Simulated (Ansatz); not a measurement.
The system is MgSe.

```xyz
2
Lattice="0.0000 2.7255 2.7255 2.7255 0.0000 2.7255 2.7255 2.7255 0.0000" Properties=species:S:1:pos:R:3 pbc="T T T"
Se    2.7255    2.7255    2.7255
Mg    0.0000    0.0000    0.0000
```

Base run:

```yaml
Program: Ansatz 0.2.0
Functional: PBEsol
Potentials_or_basis: Ansatz PAW
Cutoff: "420 eV (not typed: the program's choice for these potentials)"
k_mesh: 8 × 8 × 8
Occupations: fermi-dirac, width 0.05 eV
Spin: no spin polarisation
```

Its results: band gap on the k mesh 1.77 eV, indirect (least direct gap 2.50 eV); pressure 0.0 GPa.

After a change of settings the same cell gave: band gap on the k mesh 1.96 eV, indirect (least direct gap 2.76 eV); pressure 3.9 GPa. Which change was it?
A. functional from PBEsol to RPBE
B. functional from PBEsol to PBE; occupations from fermi-dirac, width 0.05 eV to gaussian, width 0.012 eV
C. k mesh from 8 × 8 × 8 to 6 × 6 × 6; spin from no spin polarisation to spin-orbit coupling, no magnetisation; potential files from those of the base run to others of the same set
D. functional from PBEsol to r2SCAN; cutoff from 420 eV (not typed: the program's choice for these potentials) to 500 eV (not typed: the program's choice for these potentials)

A.

RPBE binds less tightly than PBEsol, so the same cell stands under more pressure.

Caveats: the PAW data sets come from PBE, with cores solved anew for the run's functional, which leaves a small shift of forces and pressure.
